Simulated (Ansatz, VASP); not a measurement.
# One calculation of Hf, two programs

File INCAR:

```
SYSTEM = Hf
  PREC = Accurate
  ENCUT = 600
  EDIFF = 1E-7
  ISMEAR = -1
  SIGMA = 0.1
  LREAL = .FALSE.
  LASPH = .TRUE.
  NELM = 100
  ALGO = Normal
  ISIF = 3
  LWAVE = .FALSE.
  LCHARG = .FALSE.
  IBRION = 2
  NSW = 80
  EDIFFG = -0.01
```

KPOINTS

```
Automatic mesh
0
G
  12 12 12
  0 0 0
```

Contents of POSCAR:

```
Hf
1.0
    0.0000000000      2.2367213568      2.2367213568
    2.2367213568      0.0000000000      2.2367213568
    2.2367213568      2.2367213568      0.0000000000
Hf
1
Direct
    0.0000000000      0.0000000000      0.0000000000
```

Input for Ansatz:

```yaml
crystal:
  lattice:
    - [0.0, 2.2367213568, 2.2367213568]
    - [2.2367213568, 0.0, 2.2367213568]
    - [2.2367213568, 2.2367213568, 0.0]
  atoms:
    - { symbol: Hf, position: [0.0, 0.0, 0.0] }
hamiltonian:
  xc: lda
  pseudopotentials:
    kind: paw
    azcp:
      Hf: "pseudopotentials/Hf.paw.azcp"
basis:
  ecutwfc: 420
  fft_grid_basis: typed
kpoints:
  mp_grid: { grid: [12, 12, 12], shift: [0, 0, 0] }
magnetization:
  spin_polarized: false
scf:
  occupations: { method: fermi_dirac, width: 0.1 }
relax:
  max_steps: 60
  f_tol: 0.01
  cell: {}
```

The cell was built by a generator and needn't be a form met in nature.

Alike in both runs: task relaxation of cell and atoms; functional LDA; k mesh 12 × 12 × 12; occupations fermi-dirac, width 0.1 eV; no spin polarisation.

|  | VASP | Ansatz |
| --- | --- | --- |
| version | VASP 6.6.1 | Ansatz 0.2.0 |
| potentials or method | VASP PAW LDA potentials, release 64 (Hf_pv) | plane waves (420 eV) with PAW, scalar-relativistic |
| plane-wave cutoff (eV) | 600 | 420 |
| valence electrons in the cell | 10 | 26 |

Ansatz gave:

- relaxed volume (Å³/atom): 20.73
- relaxed cell length with the largest relative difference (Å): 3.083
- energy change over the relaxation (meV/atom): -42

Task: What did VASP give for the same quantities?

Result: Relaxed volume (Å³/atom): 20.72; relaxed cell length with the largest relative difference (Å): 3.083; energy change over the relaxation (meV/atom): -42.

The two sets of potentials don't hold the same shells in valence. Ansatz warned: «pseudo_functional_mismatch».

Spin-orbit coupling is left out, which matters for the levels of Hf.
